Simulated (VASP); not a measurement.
A run of VASP 6.6.1 is set up as follows.

Contents of INCAR:

```
PREC = Accurate ; ENCUT = 520
EDIFF = 1E-6 ; ISMEAR = 1
SIGMA = 0.1 ; LREAL = False
LASPH = True ; NELM = 120
ALGO = Fast ; ISIF = 2
LWAVE = False ; LCHARG = False
LDIPOL = True ; IDIPOL = 3
DIPOL = 0.5 0.5 0.500 ; GGA = PE
IBRION = 2 ; NSW = 90
EDIFFG = -0.02 ; KPAR = 2
```

File KPOINTS:

```
Automatic mesh
0
Gamma
  13 13 1
```

The input POSCAR:

```
Ag
1.0
    1.4613884900      2.5311991400      0.0000000000
   -2.9227769700      0.0000000000      0.0000000000
    0.0000000000      0.0000000000     35.3773575300
Ag
6
Direct
    0.0000000000      0.0000000000      0.3329344400
    0.6666670000      0.3333330000      0.3997606700
    0.3333330000      0.6666670000      0.4665868900
    1.0000000000      0.0000000000      0.5334131100
    0.6666670000      0.3333330000      0.6002393300
    0.3333330000      0.6666670000      0.6670655600
```

Potentials or basis: VASP PAW PBE potentials, release 64 (Ag).

The run is started by

```console
$ cat potpaw_PBE.64/Ag/POTCAR > POTCAR
$ mpirun -np 2 vasp_std > vasp.out
```

Estimate the band gap on the k mesh.

none (metal or under the smearing width).

Estimate the energy gained by relaxing.

1.1 meV/atom.

Final structure:
```
Ag
1.0
     1.46139    2.53120    0.00000
    -2.92278    0.00000    0.00000
     0.00000    0.00000   35.37736
Ag
6
Cartesian
  0.0000 0.0000 11.7154
  0.0000 1.6875 14.0904
  -1.4614 0.8437 16.4845
  0.0000 0.0000 18.8928
  0.0000 1.6875 21.2870
  -1.4614 0.8437 23.6620
```
